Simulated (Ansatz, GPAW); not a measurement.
# Geometry or basis: what sets the conductance of an In chain with a Zn atom on top of one atom, part 3 of 4

How well does an In chain with a Zn atom on top of one atom conduct once its atoms have relaxed, and how much do cheaper levels lose?

GPAW 26.7.0 and Ansatz 0.2.0; Ansatz plane waves; relaxation of the junction with the lead ends held; PAW set soft_1 (the session's first sound run).

So far, transmission at the Fermi level (one spin): step 3 (plane waves, PBE) 1.43; step 4 (double-zeta polarised basis, PBE, GPAW) 1.43. Also open channels of the lead at the Fermi level (one spin): step 3 3; step 4 3.

## 5. Single-zeta polarised basis

Level of this step: GPAW LCAO, PAW setups; Landauer transmission from Green's functions with principal layers (ASE), zero bias (GPAW).

The second zeta is dropped, the polarisation orbitals stay.

Input file run.py:

```python
import json
import numpy as np
from ase import Atoms
from ase.transport.calculators import TransportCalculator
from gpaw import GPAW, FermiDirac
from gpaw.lcao.tools import get_lcao_hamiltonian
from scipy.linalg import eigh

# The junction with lead layers at both ends, along the third cell vector
device = Atoms(
    ['In', 'In', 'In', 'In', 'In', 'In', 'In', 'Zn', 'In', 'In', 'In', 'In', 'In', 'In'],
    positions=[
        [4.50000, 4.50000, 1.47500],
        [4.50000, 4.50000, 4.42500],
        [4.50000, 4.50000, 7.37500],
        [4.50000, 4.50000, 10.32500],
        [4.37786, 3.65096, 13.40878],
        [4.36727, 4.44084, 16.49021],
        [3.33963, 3.34128, 19.19929],
        [5.93050, 4.02312, 19.12712],
        [4.43946, 4.44321, 21.86941],
        [4.29167, 3.68199, 24.94420],
        [4.50000, 4.50000, 28.02500],
        [4.50000, 4.50000, 30.97500],
        [4.50000, 4.50000, 33.92500],
        [4.50000, 4.50000, 36.87500]],
    cell=[[9.0, 0.0, 0.0], [0.0, 9.0, 0.0], [0.0, 0.0, 38.35]],
    pbc=True)

# One principal layer of the lead: the first 3 atoms of the device
lead = Atoms(
    ['In', 'In', 'In'],
    positions=[
        [4.50000, 4.50000, 1.47500],
        [4.50000, 4.50000, 4.42500],
        [4.50000, 4.50000, 7.37500]],
    cell=[[9.0, 0.0, 0.0], [0.0, 9.0, 0.0], [0.0, 0.0, 8.85]],
    pbc=True)

settings = dict(mode='lcao', basis='szp(dzp)', xc='PBE', h=0.2,
                occupations=FermiDirac(0.1), maxiter=250,
                mixer=dict(beta=0.1, nmaxold=8, weight=100.0),
                convergence=dict(density=0.0001))
energies = np.arange(-2, 2 + 1e-9, 0.025)
eta = 0.0001
n1, n2 = 1, 1
# k and -k transmit alike, so half of the mesh across the current serves
mesh = [(i, j) for i in range(n1) for j in range(n2) if (i, j) <= (-i % n1, -j % n2)]
weights = np.array([1 if (i, j) == (-i % n1, -j % n2) else 2 for i, j in mesh]) / (n1 * n2)

# [... helper functions left out ...]
fermi_lead = ground_state(lead, (1, 1, 13), 'lead.txt')
fermi_device = ground_state(device, (1, 1, 2), 'device.txt')
# [... loop over the mesh left out, but for ...]
        # Shift the lead onto the potential of the device's first layer
        shift = ((H[:, 0, 0] - H0[:, 0, 0]) / S0[0, 0]).real.mean()
# [...]
kT = 8.617333e-5 * 300
bias = [0.1, 0.2, 0.5, 1.0, 1.5, 2.0]
# [... integrals and printing left out ...]
```

On the command line:

```
$ OMP_NUM_THREADS=1 OPENBLAS_NUM_THREADS=1 python run.py
```

Numbers of over 12 decimals in the logs are rounded to 6 here.

Log:

```text
basis functions: device 194, principal layer 42
Fermi level: lead -2.3506 eV, device -2.2124 eV; lead shifted by -0.0056 eV
largest coupling past the next layer 1.86e-06 eV, largest misfit of the first layer 0.032 eV
  E-E_F (eV)   T (one spin)  channels
    -2.000    9.8215e-10    0.0000
    -1.975    6.1360e-10    0.0000
    -1.950    4.1884e-10    0.0000
[...]
1.975    2.1209e+00    3.0000
     2.000    2.0384e+00    3.0000
conductance at 300 K: 1.4431 G0 a cell; thermopower -16.83 uV/K
current from the zero-bias T(E) at 0.1 V: 11.113 uA
current from the zero-bias T(E) at 0.2 V: 21.88 uA
current from the zero-bias T(E) at 0.5 V: 53.358 uA
current from the zero-bias T(E) at 1.0 V: 113.07 uA
current from the zero-bias T(E) at 1.5 V: 164.28 uA
current from the zero-bias T(E) at 2.0 V: 216.02 uA
```

Elapsed: 73 s, on 1 thread of Arm Neoverse V1, shared host; peak memory 1.3 GiB.

Numbers from this step:

| Property | Result |
| --- | --- |
| conductance | 1.443 G₀ |
| largest coupling past the next principal layer | 1.86e-6 eV |
| largest misfit of the first principal layer | 0.03223 eV |
| shift that aligns the lead | -0.005558 eV |
| basis functions of the junction | 194 |
| basis functions of a principal layer | 42 |
| transmission at the Fermi level (one spin) | 1.471 |

One spin. The transmission, zone mean by energy, zero at the Fermi level:

energy (eV), transmission, zone mean and a bar:
```
   -2.000       0.00 
   -1.900       0.00 
   -1.800       0.00 
   -1.700       0.00 
   -1.600       0.00 
   -1.500       0.00 
   -1.400       0.00 
   -1.300       0.00 
   -1.200       0.09 #
   -1.100       0.19 ##
   -1.000       0.24 ##
   -0.900       0.27 ###
   -0.800       0.32 ###
   -0.700       0.38 ####
   -0.600       0.49 #####
   -0.500       0.68 #######
   -0.400       0.90 ##########
   -0.300       0.98 ##########
   -0.200       0.95 ##########
   -0.100       1.01 ###########
    0.000       1.47 ################
    0.100       1.69 ##################
    0.200       1.77 ###################
    0.300       1.94 #####################
    0.400       2.27 ########################
    0.500       2.64 ############################
    0.600       2.15 #######################
    0.700       1.87 ####################
    0.800       2.16 #######################
    0.900       2.50 ###########################
    1.000       2.69 #############################
    1.100       2.78 ##############################
    1.200       2.82 ##############################
    1.300       2.83 ##############################
    1.400       2.81 ##############################
    1.500       2.77 #############################
    1.600       2.70 #############################
    1.700       2.64 ############################
    1.800       2.56 ###########################
    1.900       2.37 #########################
    2.000       2.04 ######################
```

The conductance, 1.44 G₀, lies 3.0 % above that of the dzp run.

## 6. GPAW, sz: basis = "sz(dzp)"

The minimal basis is the cheapest rung: no second zeta and no polarisation.

Edit run.py of step 5 so:

```diff
@@ -39,3 +39,3 @@
 
-settings = dict(mode='lcao', basis='szp(dzp)', xc='PBE', h=0.2,
+settings = dict(mode='lcao', basis='sz(dzp)', xc='PBE', h=0.2,
                 occupations=FermiDirac(0.1), maxiter=250,
```

Log:

```text
basis functions: device 126, principal layer 27
Fermi level: lead -2.2681 eV, device -2.1366 eV; lead shifted by -0.0087 eV
largest coupling past the next layer 1.93e-06 eV, largest misfit of the first layer 0.039 eV
  E-E_F (eV)   T (one spin)  channels
    -2.000    9.4316e-02    1.0000
    -1.975    8.0254e-02    1.0000
    -1.950    6.5768e-02    1.0000
[...]
1.975    2.4045e+00    3.0000
     2.000    2.3237e+00    3.0000
conductance at 300 K: 1.4684 G0 a cell; thermopower -14.28 uV/K
current from the zero-bias T(E) at 0.1 V: 11.312 uA
current from the zero-bias T(E) at 0.2 V: 22.274 uA
current from the zero-bias T(E) at 0.5 V: 53.618 uA
current from the zero-bias T(E) at 1.0 V: 110.68 uA
current from the zero-bias T(E) at 1.5 V: 161.66 uA
current from the zero-bias T(E) at 2.0 V: 211.45 uA
```

It took 44 s on 1 thread; peak memory 1.2 GiB.

Numbers from this step:

* conductance: 1.468 G₀
* largest coupling past the next principal layer: 1.93e-6 eV
* largest misfit of the first principal layer: 0.03944 eV
* shift that aligns the lead: -0.008720 eV
* basis functions of the junction: 126
* basis functions of a principal layer: 27
* transmission at the Fermi level (one spin): 1.494

The conductance, 1.47 G₀, lies 4.8 % above that of the dzp run.

## 7. revPBE in the dzp basis: xc = "revPBE"

Back in the dzp basis, the functional changes from PBE to revPBE, to set the spread between functionals beside that between bases.

Edit run.py of step 6 so:

```diff
@@ -39,3 +39,3 @@
 
-settings = dict(mode='lcao', basis='sz(dzp)', xc='PBE', h=0.2,
+settings = dict(mode='lcao', basis='dzp', xc='revPBE', h=0.2,
                 occupations=FermiDirac(0.1), maxiter=250,
```

Log:

```text
basis functions: device 320, principal layer 69
Fermi level: lead -2.0990 eV, device -1.9788 eV; lead shifted by -0.0056 eV
largest coupling past the next layer 1.88e-06 eV, largest misfit of the first layer 0.029 eV
  E-E_F (eV)   T (one spin)  [channel counts left out]
    -2.000    2.7621e-02
    -1.975    1.2380e-02
    -1.950    1.4097e-07
[...]
1.975    2.0461e+00
     2.000    1.9662e+00
conductance at 300 K: 1.3857 G0 a cell; thermopower -17.94 uV/K
current from the zero-bias T(E) at 0.1 V: 10.679 uA
current from the zero-bias T(E) at 0.2 V: 21.068 uA
current from the zero-bias T(E) at 0.5 V: 51.9 uA
current from the zero-bias T(E) at 1.0 V: 111.09 uA
current from the zero-bias T(E) at 1.5 V: 158.44 uA
current from the zero-bias T(E) at 2.0 V: 211.68 uA
```

The job ended after 1.7 min (1 thread; peak memory 1.3 GiB).

Numbers from this step:

```yaml
conductance: 1.386 G₀
largest_coupling_past_the_next_principal_layer: 1.88e-6 eV
largest_misfit_of_the_first_principal_layer: 0.02889 eV
shift_that_aligns_the_lead: -0.005593 eV
basis_functions_of_the_junction: 320
basis_functions_of_a_principal_layer: 69
transmission_at_the_fermi_level_one_spin: 1.410
```

One spin. Table of transmission, zone mean by energy, zero at the Fermi level:

```csv
energy (eV),"transmission, zone mean"
-2.000,0.0276
-1.900,3.9e-9
-1.800,6.0e-10
-1.700,3.1e-10
-1.600,3.0e-10
-1.500,5.3e-10
-1.400,2.0e-9
-1.300,1.7e-7
-1.200,0.143
-1.100,0.185
-1.000,0.208
-0.900,0.234
-0.800,0.271
-0.700,0.333
-0.600,0.448
-0.500,0.662
-0.400,0.916
-0.300,0.989
-0.200,0.933
-0.100,0.965
0.000,1.41
0.100,1.65
0.200,1.74
0.300,1.93
0.400,2.35
0.450,2.55
0.500,2.28
0.600,1.81
0.700,2.03
0.800,2.34
0.900,2.59
1.000,2.74
1.100,2.80
1.200,2.83
1.250,2.83
1.300,2.83
1.400,2.81
1.500,2.75
1.600,2.68
1.700,2.62
1.800,2.53
1.900,2.30
2.000,1.97
```

The conductance, 1.39 G₀, lies 1.1 % below that of the dzp run.

## 8. Without the relaxation: geometry = "as built"

The dzp basis with PBE on the structure as first built shows what the relaxation was worth.

Edit run.py of step 7 so:

```diff
@@ -16,8 +16,8 @@
         [4.50000, 4.50000, 10.32500],
-        [4.37786, 3.65096, 13.40878],
-        [4.36727, 4.44084, 16.49021],
-        [3.33963, 3.34128, 19.19929],
-        [5.93050, 4.02312, 19.12712],
-        [4.43946, 4.44321, 21.86941],
-        [4.29167, 3.68199, 24.94420],
+        [4.50000, 4.50000, 13.27500],
+        [4.50000, 4.50000, 16.22500],
+        [4.50000, 4.50000, 19.17500],
+        [7.16330, 4.50000, 19.17500],
+        [4.50000, 4.50000, 22.12500],
+        [4.50000, 4.50000, 25.07500],
         [4.50000, 4.50000, 28.02500],
@@ -39,3 +39,3 @@
 
-settings = dict(mode='lcao', basis='dzp', xc='revPBE', h=0.2,
+settings = dict(mode='lcao', basis='dzp', xc='PBE', h=0.2,
                 occupations=FermiDirac(0.1), maxiter=250,
```

Log:

```text
basis functions: device 320, principal layer 69
Fermi level: lead -2.2014 eV, device -2.1504 eV; lead shifted by -0.0068 eV
largest coupling past the next layer 1.88e-06 eV, largest misfit of the first layer 0.009 eV
  E-E_F (eV)   T (one spin)  channels
    -2.000    4.9514e-01    1.0000
    -1.975    2.4081e-04    0.0000
    -1.950    4.5053e-05    0.0000
[...]
1.975    2.8930e+00    3.0000
     2.000    2.8882e+00    3.0000
conductance at 300 K: 1.864 G0 a cell; thermopower -4.844 uV/K
current from the zero-bias T(E) at 0.1 V: 14.414 uA
current from the zero-bias T(E) at 0.2 V: 28.625 uA
current from the zero-bias T(E) at 0.5 V: 67.534 uA
current from the zero-bias T(E) at 1.0 V: 133.59 uA
current from the zero-bias T(E) at 1.5 V: 206.55 uA
current from the zero-bias T(E) at 2.0 V: 281.9 uA
```

Wall time 78 s (1 thread); peak memory 1.3 GiB.

This step gave:

| Property | Result |
| --- | --- |
| conductance | 1.864 G₀ |
| largest misfit of the first principal layer | 0.009268 eV |
| shift that aligns the lead | -0.006781 eV |
| transmission at the Fermi level (one spin) | 1.872 |

The conductance, 1.86 G₀, lies 33 % above that of the dzp run.

## 9. All levels side by side

Times are wall times on the hardware named with each run. The series side by side:

```csv
no.,run,conductance (G₀),time,memory (GiB)
1,pw PBE,1.409,1.8 min,3.7
2,dzp,1.401,94 s,1.3
3,szp,1.443,73 s,1.3
4,sz,1.468,44 s,1.2
5,dzp revPBE,1.386,1.7 min,1.3
6,asbuilt,1.864,78 s,1.3
```

## 10. The levels side by side

The curves are compared point by point over the common energies.

This step: comparison of transmission and cost over codes, levels and geometry; PAW set soft_1 (GPAW 26.7.0).

Ladder, by row:

| step | code | T at the Fermi level (sum over the listed spins) | conductance (G0) | r.m.s. T(E) from the first | wall time (s) | peak memory (GiB) | threads |
| --- | --- | --- | --- | --- | --- | --- | --- |
| pw-pbe | Ansatz | 1.43 | 1.409 | 0 | 109.3 | 3.715 | 4 |
| dzp | GPAW | 1.428 | 1.401 | 0.126 | 94.1 | 1.3 | 1 |
| szp | GPAW | 1.471 | 1.443 | 0.1889 | 72.85 | 1.27 | 1 |
| sz | GPAW | 1.494 | 1.468 | 0.2362 | 44.26 | 1.16 | 1 |
| dzp-revPBE | GPAW | 1.41 | 1.386 | 0.122 | 100.2 | 1.3 | 1 |
| asbuilt | GPAW | 1.872 | 1.864 | 0.4927 | 77.74 | 1.31 | 1 |

The transmission, zone mean, sum over the listed spins by energy, zero at the Fermi level:

```
energy (eV)   pw-pbe      dzp      szp       sz  dzp-revPBE  asbuilt
     -2.000  0.00227   0.0140  9.8e-10   0.0943      0.0276    0.495
     -1.800        0  4.2e-10  1.2e-10   5.8e-9     6.0e-10   1.6e-8
     -1.600        0  2.4e-10  1.2e-10  5.7e-10     3.0e-10   5.3e-9
     -1.400        0   1.5e-9  6.4e-10   1.6e-9      2.0e-9   3.6e-8
     -1.200    0.104    0.124   0.0947    0.136       0.143    0.974
     -1.000    0.193    0.196    0.235    0.232       0.208    0.990
     -0.800    0.252    0.256    0.316    0.279       0.271    0.994
     -0.600    0.415    0.419    0.495    0.406       0.448    0.995
     -0.400    0.901    0.889    0.904    0.838       0.916    0.996
     -0.200    0.944    0.938    0.946    0.918       0.933    0.996
      0.000     1.43     1.43     1.47     1.49        1.41     1.87
      0.200     1.81     1.77     1.77     1.74        1.74     2.09
      0.400     2.52     2.36     2.27     2.15        2.35     2.46
      0.450     2.19     2.56     2.49     2.35        2.55     2.56
      0.500     1.78     2.34     2.64     2.54        2.28     2.64
      0.550     1.80     1.92     2.51     2.62        1.88     2.71
      0.600     1.93     1.82     2.15     2.41        1.81     2.77
      0.800     2.52     2.33     2.16     2.05        2.34     2.88
      1.000     2.81     2.73     2.69     2.66        2.74     2.92
      1.200     2.87     2.83     2.82     2.81        2.83     2.93
      1.225     2.87     2.83     2.82     2.82        2.83     2.93
      1.250     2.87     2.84     2.82     2.83        2.83     2.93
      1.300     2.86     2.83     2.83     2.83        2.83     2.93
      1.375     2.84     2.82     2.82     2.84        2.82     2.93
      1.400     2.82     2.81     2.81     2.84        2.81     2.93
      1.600     2.65     2.69     2.70     2.78        2.68     2.93
      1.800     2.35     2.53     2.56     2.68        2.53     2.92
      2.000     1.69     1.98     2.04     2.32        1.97     2.89
```

(Part 3 of 4 ends here.)

[Logs are printed without paths, hosts, clocks, repeated set-up lines and the standing remarks that a program may print on its own settings, such as how far it seeks lower states.]

[Hosts, paths, dates, database ids (printed as entryN), source tags and the programs' standing remarks are cut or masked in the printed files.]
